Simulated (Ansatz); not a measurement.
A relaxation computed with Ansatz, from input to last step.

```yaml
crystal:
  lattice:
    - [3.8961561849, 0.0, 0.0]
    - [0.0, 3.8961561849, 0.0]
    - [0.0, 0.0, 4.0804359626]
  atoms:
    - { symbol: Ba, position: [0.5, 0.5, 0.5825208317] }
    - { symbol: Ti, position: [0.0, 0.0, 0.0977311502] }
    - { symbol: O, position: [0.0, 0.5, 0.0634795547] }
    - { symbol: O, position: [0.5, 0.0, 0.0634795547] }
    - { symbol: O, position: [0.0, 0.0, 0.5527858987] }
basis:
  ecutwfc: 420
kpoints:
  mp_grid: { grid: [8, 8, 8] }
hamiltonian:
  xc: pbesol
scf:
  occupations: { method: gaussian, width: 0.02 }
output:
  forces: true
  stress: true
  eigenvalues: true
relax:
  adjacent_minimum: "off"
  f_tol: 0.008
  max_steps: 40
  cell: { stress_tol: 0.015, fix: [a, b, gamma] }
```

```bash
ansatz run input.yaml --threads 1 --pin off --max-ram 2560MiB --backend cpu --events-out ev --progress --plain --runs-dir out
```

Method: Ansatz, DFT PBEsol, scalar-relativistic, plane waves, PAW.

Of 9 frames 8 are shown, positions in Å and forces in eV/Å; the SCF threshold varies from step to step. Steps run on the plane waves of an earlier cell, with a Pulay correction in the pressure. The basis is chosen afresh for the last frame, the zero of the energies, and at times for earlier ones too; energy and pressure step there, also at an unchanged geometry. The mark taken_back stands on steps that the optimiser undid.

```xyz
5
Lattice="3.8962 0.0000 0.0000 0.0000 3.8962 0.0000 0.0000 0.0000 4.0804" Properties=species:S:1:pos:R:3:forces:R:3 pbc="T T T" step=1 free_energy_over_end_meV_per_atom=1.10 pressure_GPa=4.11
Ba    1.9481    1.9481    2.3769    0.0000    0.0000    0.0049
Ti    0.0000    0.0000    0.3988    0.0000    0.0000    0.1540
O     0.0000    1.9481    0.2590    0.0000    0.0000   -0.0324
O     1.9481    0.0000    0.2590    0.0000    0.0000   -0.0324
O     0.0000    0.0000    2.2556    0.0000    0.0000   -0.0941
5
Lattice="3.8962 0.0000 0.0000 0.0000 3.8962 0.0000 0.0000 0.0000 4.0902" Properties=species:S:1:pos:R:3:forces:R:3 pbc="T T T" step=2 free_energy_over_end_meV_per_atom=1.00 pressure_GPa=3.76
Ba    1.9481    1.9481    2.3844    0.0000    0.0000    0.0073
Ti    0.0000    0.0000    0.4027    0.0000    0.0000    0.1666
O     0.0000    1.9481    0.2582    0.0000    0.0000   -0.0247
O     1.9481    0.0000    0.2582    0.0000    0.0000   -0.0247
O     0.0000    0.0000    2.2592    0.0000    0.0000   -0.1244
5
Lattice="3.8962 0.0000 0.0000 0.0000 3.8962 0.0000 0.0000 0.0000 4.1215" Properties=species:S:1:pos:R:3:forces:R:3 pbc="T T T" step=3 free_energy_over_end_meV_per_atom=0.70 pressure_GPa=3.01
Ba    1.9481    1.9481    2.4135    0.0000    0.0000    0.0024
Ti    0.0000    0.0000    0.4209    0.0000    0.0000    0.1204
O     0.0000    1.9481    0.2544    0.0000    0.0000   -0.0145
O     1.9481    0.0000    0.2544    0.0000    0.0000   -0.0145
O     0.0000    0.0000    2.2620    0.0000    0.0000   -0.0937
5
Lattice="3.8962 0.0000 0.0000 0.0000 3.8962 0.0000 0.0000 0.0000 4.1331" Properties=species:S:1:pos:R:3:forces:R:3 pbc="T T T" step=4 free_energy_over_end_meV_per_atom=0.69 pressure_GPa=3.03
Ba    1.9481    1.9481    2.4245    0.0000    0.0000    0.0306
Ti    0.0000    0.0000    0.4356    0.0000    0.0000   -0.0524
O     0.0000    1.9481    0.2508    0.0000    0.0000    0.0057
O     1.9481    0.0000    0.2508    0.0000    0.0000    0.0057
O     0.0000    0.0000    2.2593    0.0000    0.0000    0.0103
5
Lattice="3.8962 0.0000 0.0000 0.0000 3.8962 0.0000 0.0000 0.0000 4.1308" Properties=species:S:1:pos:R:3:forces:R:3 pbc="T T T" step=5 free_energy_over_end_meV_per_atom=0.68 pressure_GPa=3.11 taken_back
Ba    1.9481    1.9481    2.4318    0.0000    0.0000   -0.0449
Ti    0.0000    0.0000    0.4304    0.0000    0.0000    0.0282
O     0.0000    1.9481    0.2499    0.0000    0.0000   -0.0049
O     1.9481    0.0000    0.2499    0.0000    0.0000   -0.0049
O     0.0000    0.0000    2.2559    0.0000    0.0000    0.0265
5
Lattice="3.8962 0.0000 0.0000 0.0000 3.8962 0.0000 0.0000 0.0000 4.1295" Properties=species:S:1:pos:R:3:forces:R:3 pbc="T T T" step=6 free_energy_over_end_meV_per_atom=0.62 pressure_GPa=3.09
Ba    1.9481    1.9481    2.4247    0.0000    0.0000    0.0000
Ti    0.0000    0.0000    0.4314    0.0000    0.0000   -0.0004
O     0.0000    1.9481    0.2509    0.0000    0.0000   -0.0002
O     1.9481    0.0000    0.2509    0.0000    0.0000   -0.0002
O     0.0000    0.0000    2.2582    0.0000    0.0000    0.0009
5
Lattice="3.8962 0.0000 0.0000 0.0000 3.8962 0.0000 0.0000 0.0000 4.1295" Properties=species:S:1:pos:R:3:forces:R:3 pbc="T T T" step=7 free_energy_over_end_meV_per_atom=0.01 pressure_GPa=3.18
Ba    1.9481    1.9481    2.4247    0.0000    0.0000   -0.0001
Ti    0.0000    0.0000    0.4314    0.0000    0.0000   -0.0003
O     0.0000    1.9481    0.2509    0.0000    0.0000   -0.0002
O     1.9481    0.0000    0.2509    0.0000    0.0000   -0.0002
O     0.0000    0.0000    2.2582    0.0000    0.0000    0.0007
5
Lattice="3.8962 0.0000 0.0000 0.0000 3.8962 0.0000 0.0000 0.0000 4.1345" Properties=species:S:1:pos:R:3:forces:R:3 pbc="T T T" step=9 free_energy_over_end_meV_per_atom=0.00 pressure_GPa=3.05
Ba    1.9481    1.9481    2.4289    0.0000    0.0000    0.0000
Ti    0.0000    0.0000    0.4333    0.0000    0.0000    0.0010
O     0.0000    1.9481    0.2508    0.0000    0.0000   -0.0006
O     1.9481    0.0000    0.2508    0.0000    0.0000   -0.0006
O     0.0000    0.0000    2.2592    0.0000    0.0000    0.0003
```

Time: 2.9 min on 1 thread of Intel(R) Xeon(R) Platinum 8259CL CPU @ 2.50GHz (Skylake/Cascade Lake), on a shared host, peak memory 0.51 GiB.